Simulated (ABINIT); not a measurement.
A run of ABINIT 10.8.3 (patched build):

The input run.abi:

```
pp_dirpath "./"
pseudos "Ti.upf, C.upf"

acell 3*1.0 Angstrom
rprim
     0.0000000000     2.1657188437     2.1657188437
     2.1657188437     0.0000000000     2.1657188437
     2.1657188437     2.1657188437     0.0000000000
ntypat 2
znucl 22 6
natom 2
typat 1 2
xred
     0.0000000000     0.0000000000     0.0000000000
     0.5000000000     0.5000000000     0.5000000000

ecut 38.0

kptopt 1
ngkpt 8 8 8
nshiftk 1
shiftk 0.0 0.0 0.0

ixc -116133

nband 12
occopt 3
tsmear 0.05 eV

nstep 100
tolvrs 1.0e-10

iomode 3
prtwf 0
prtden 0
prteig 0
prtebands 0
```

Potentials or basis: PseudoDojo NC SR PBEsol v0.4.1 standard.

Command:

```console
$ abinit run.abi > log 2>&1
```

Hardware: 1 thread of Arm Neoverse V2 (shared host).

Q: Estimate the wall time of this run.

A: Wall time 19 s on 1 thread of Arm Neoverse V2, with other jobs on the host, peak memory 0.07 GiB. Counts: scf iterations 12, mpi ranks 1, k points 29, bands 12, plane waves 1543.
